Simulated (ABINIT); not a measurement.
# Ge (Fd-3m) in ABINIT: notebook, part 2 of 2

ABINIT 10.8.3 (patched build). Earlier steps stand in the parts before.

## (6) Relaxation of cell and atoms, PBEsol

Contents of run.abi:

```
# Pseudopotentials
pp_dirpath "./"
pseudos "Ge.upf"

# Structure
acell 7.5601949712 7.5601949712 7.5601949712
rprim
     0.0000000000     0.7071067812     0.7071067812
     0.7071067812     0.0000000000     0.7071067812
     0.7071067812     0.7071067812     0.0000000000
ntypat 1
znucl 32
natom 2
typat 1 1
chkprim 0
chksymtnons 0
tolsym 1.0e-6
xred
            3/4            3/4            3/4
            1/2            1/2            1/2

# Plane-wave basis
ecut 39.0
ecutsm 0.5

# k points
kptopt 1
ngkpt 6 6 6
nshiftk 1
shiftk 0.0 0.0 0.0

# Exchange and correlation
ixc -116133

# Bands and occupations
nband 18
occopt 3
tsmear 0.05 eV

# SCF cycle
nstep 80
tolvrs 1.0e-12

# Output
iomode 3
prteig 0
prtebands 0
prtwf 0
prtden 0

# Relaxation
ionmov 2
optcell 2
ntime 50
tolmxf 2.0e-5
dilatmx 1.08
```

Potentials or basis: PseudoDojo NC SR PBEsol v0.4.1 standard.

Started as:

```sh
$ mpirun --bind-to none -np 4 abinit run.abi > log 2>&1
```

run.abo:

```text
.Version 10.8.3 of ABINIT
 Symmetries : space group Fd -3 m (#227); Bravais cF (face-center cubic)
================================================================================
 Values of the parameters that define the memory need of the present run
     intxc =       0    ionmov =       2      iscf =       7    lmnmax =       6
     lnmax =       6     mgfft =      48  mpssoang =       3    mqgrid =    3001
     natom =       2  nloc_mem =       1    nspden =       1   nspinor =       1
    nsppol =       1      nsym =      48    n1xccc =    2501    ntypat =       1
    occopt =       3   xclevel =       2
       mpw =        4500          nfft =      110592          nkpt =          16
================================================================================
================================================================================

--------------------------------------------------------------------------------
------------- Echo of variables that govern the present computation ------------
--------------------------------------------------------------------------------
 -outvars: echo values of preprocessed input variables --------
            acell      7.5601949712E+00  7.5601949712E+00  7.5601949712E+00 Bohr
              amu      7.26100000E+01
          chkprim           0
      chksymtnons           0
          dilatmx      1.08000000E+00
             ecut      3.90000000E+01 Hartree
           ecutsm      5.00000000E-01 Hartree
           ionmov           2
              ixc     -116133
         kptrlatt        6    0    0      0    6    0      0    0    6
          kptrlen      4.53611698E+01
            natom           2
            nband          18
            ngfft          48      48      48
             nkpt          16
            nstep          80
             nsym          48
            ntime          50
           ntypat           1
           occopt           3
          optcell           2
           prtden           0
        prtebands           0
           prteig           0
            prtwf           0
            rprim      0.0000000000E+00  7.0710678120E-01  7.0710678120E-01
                       7.0710678120E-01  0.0000000000E+00  7.0710678120E-01
                       7.0710678120E-01  7.0710678120E-01  0.0000000000E+00
          spgroup         227
[... 457 lines left out ...]
    2      2.83990283018777     2.83990283018777     2.83990283018777

 cartesian forces (hartree/bohr) at end:
    1      0.00000000000000     0.00000000000000     0.00000000000000
    2      0.00000000000000     0.00000000000000     0.00000000000000
 frms,max,avg= 0.0000000E+00 0.0000000E+00   0.000E+00  0.000E+00  0.000E+00 h/b

 cartesian forces (eV/Angstrom) at end:
    1      0.00000000000000     0.00000000000000     0.00000000000000
    2      0.00000000000000     0.00000000000000     0.00000000000000
 frms,max,avg= 0.0000000E+00 0.0000000E+00   0.000E+00  0.000E+00  0.000E+00 e/A
 length scales=  7.589573054638  7.589573054638  7.589573054638 bohr
              =  4.016229098273  4.016229098273  4.016229098273 angstroms
 Fermi (or HOMO) energy (hartree) =   0.14043   Average Vxc (hartree)=  -0.37425
 Eigenvalues (hartree) for nkpt=  16  k points:
 kpt#   1, nband= 18, wtk=  0.00463, kpt=  0.0000  0.0000  0.0000 (reduced coord)
  -0.77194   -0.77194   -0.77194   -0.77067   -0.77067   -0.76313   -0.76313   -0.76313
  -0.76271   -0.76271   -0.32642    0.13612    0.14052    0.14052    0.14052    0.23337
   0.23337    0.23337
      occupation numbers for kpt#   1
   2.00000    2.00000    2.00000    2.00000    2.00000    2.00000    2.00000    2.00000
   2.00000    2.00000    2.00000    1.82497    0.97564    0.97564    0.97564    0.00000
   0.00000    0.00000
 prteigrs : prtvol=0 or 1, do not print more k-points.

--- !EnergyTerms
iteration_state     : {dtset: 1, itime: 4, icycle: 1, }
comment             : Components of total free energy in Hartree
kinetic             :  1.33972545515269E+02
hartree             :  5.55438955498005E+01
xc                  : -4.31868329781447E+01
Ewald energy        : -9.83681313956394E+01
psp_core            :  5.59181293971298E+00
local_psp           : -1.37625505234967E+02
non_local_psp       : -9.43294881202011E+01
internal            : -1.78401703724170E+02
'-kT*entropy'       : -7.14225693211103E-05
total_energy        : -1.78401775146739E+02
total_energy_eV     : -4.85455961048658E+03
band_energy         : -1.58699605900955E+01
...

 Cartesian components of stress tensor (hartree/bohr^3)
  sigma(1 1)= -7.63112314E-09  sigma(3 2)=  0.00000000E+00
  sigma(2 2)= -7.63112314E-09  sigma(3 1)=  0.00000000E+00
  sigma(3 3)= -7.63112314E-09  sigma(2 1)=  0.00000000E+00

-Cartesian components of stress tensor (GPa)         [Pressure=  2.2452E-04 GPa]
- sigma(1 1)= -2.24515394E-04  sigma(3 2)=  0.00000000E+00
- sigma(2 2)= -2.24515394E-04  sigma(3 1)=  0.00000000E+00
- sigma(3 3)= -2.24515394E-04  sigma(2 1)=  0.00000000E+00

== END DATASET(S) ==============================================================
================================================================================

 -outvars: echo values of variables after computation  --------
            acell      7.5895730546E+00  7.5895730546E+00  7.5895730546E+00 Bohr
           etotal     -1.7840177515E+02
            fcart      0.0000000000E+00  0.0000000000E+00  0.0000000000E+00
                       0.0000000000E+00  0.0000000000E+00  0.0000000000E+00
            rprim      0.0000000000E+00  7.0710678119E-01  7.0710678119E-01
                       7.0710678119E-01  0.0000000000E+00  7.0710678119E-01
                       7.0710678119E-01  7.0710678119E-01  0.0000000000E+00
           strten     -7.6311231362E-09 -7.6311231396E-09 -7.6311231362E-09
                       0.0000000000E+00  0.0000000000E+00  0.0000000000E+00
           xangst      4.2598542453E+00  4.2598542453E+00  4.2598542453E+00
                       2.8399028302E+00  2.8399028302E+00  2.8399028302E+00
             xred      7.5000000000E-01  7.5000000000E-01  7.5000000000E-01
                       5.0000000000E-01  5.0000000000E-01  5.0000000000E-01
 Calculation completed.
```

It took 43 s on 4 MPI ranks of Arm Neoverse V2, shared host; peak memory 0.36 GiB.

What came out:

* Free energy: -4854.5596 eV
* Relaxed volume: 22.90 Å³/atom
* Relaxed cell: a = 4.016 Å, b = 4.016 Å, c = 4.016 Å, α = 60.00°, β = 60.00°, γ = 60.00°
* Space group after relaxing (to 0.05 Å): Fd-3m (No. 227)
* Energy gained by relaxing: 0.6 meV/atom
* Ionic steps: 4
* Pressure after relaxing: 0.0 GPa
* Band gap on the k mesh: none (metal or under the smearing width)

Step by step:
| step | energy change (eV) | largest force (eV/Å) | pressure (GPa) | volume (Å³) |
| --- | --- | --- | --- | --- |
| 1 | 0.0000 | 0.0000 | 0.74 | 45.28 |
| 2 | -0.0004 | 0.0000 | 0.60 | 45.38 |
| 3 | -0.0012 | 0.0000 | -0.02 | 45.82 |
| 4 | -0.0012 | 0.0000 | 0.00 | 45.81 |

Final structure:
```
Ge
1.0
     0.00000    2.83990    2.83990
     2.83990    0.00000    2.83990
     2.83990    2.83990    0.00000
Ge
2
Direct
  0.75000 0.75000 0.75000
  0.50000 0.50000 0.50000
```

Caveat: this crystal is a semiconductor, whose small gap the functional closes, so the metal is an error of the method.

## (7) Summary

```tsv
task	level	potentials or basis	cell	cutoff (eV)	cell freedom (optcell)	optimiser (ionmov)	cutoff smearing ecutsm (Ha)	force stop (Ha/bohr)	gap on the mesh (eV)	pressure (GPa)	relaxed volume (Å³/atom)
single point	PBEsol	PseudoDojo NC SR PBEsol v0.4.1 standard	as given	952	-	-	-	-	none	-1.2	-
relaxation of cell and atoms	PBE	SG15 NC PBE v1.2	relaxed	599	2	2	0.5	2e-05	none	0.0	24.05
single point	PBE	SG15 NC PBE v1.2	cell relaxed	599	-	-	-	-	none	0.0	-
relaxation of cell and atoms	PBEsol	PseudoDojo NC SR PBEsol v0.4.1 standard	relaxed	1061	2	2	0.5	2e-05	none	0.0	22.90
```

Alike in all rows: no spin polarisation; k mesh 6 × 6 × 6; smearing fermi-dirac 0.05 eV.

Caveats: this crystal is a semiconductor, whose small gap the functional closes, so the metal is an error of the method.

Absolute energies hang on the potentials; compare differences alone.

## (8) Against experiment

Step 2. Against the measured gap of Ge, 0.807 eV (direct; 300 K; “Electronic and optical properties of SixGe1-x-ySny alloys lattice-matched to Ge”, 2021, arxiv:2109.02782), the calculated 0.00 eV is off by -0.81 eV. 3 values of this kind are on record (0.666 to 0.807 eV); this one was drawn at random among those near their median. Spin-orbit coupling on Ge is left out. The value is that of PBEsol on a finite k mesh, which can miss the band edges, without temperature or zero-point motion. Semilocal functionals fall short of measured gaps as a rule.

Step 3. Against the measured gap of Ge, 0.666 eV (indirect; 293 K; “Electronic and optical properties of SixGe1-x-ySny alloys lattice-matched to Ge”, 2021, arxiv:2109.02782), the calculated 0.00 eV is off by -0.67 eV. 3 values of this kind are on record (0.666 to 0.807 eV); this one was drawn at random among those near their median. Spin-orbit coupling on Ge is left out. The value is that of PBEsol on a finite k mesh, which can miss the band edges, without temperature or zero-point motion. Semilocal functionals fall short of measured gaps as a rule.

Step 4. The cell as given is a measured one (22.64 Å³/atom); PBE puts the equilibrium volume +6.2 % from it, thermal expansion not counted.

Step 6. The cell as given is a measured one (22.64 Å³/atom); PBEsol puts the equilibrium volume +1.2 % from it, thermal expansion not counted.
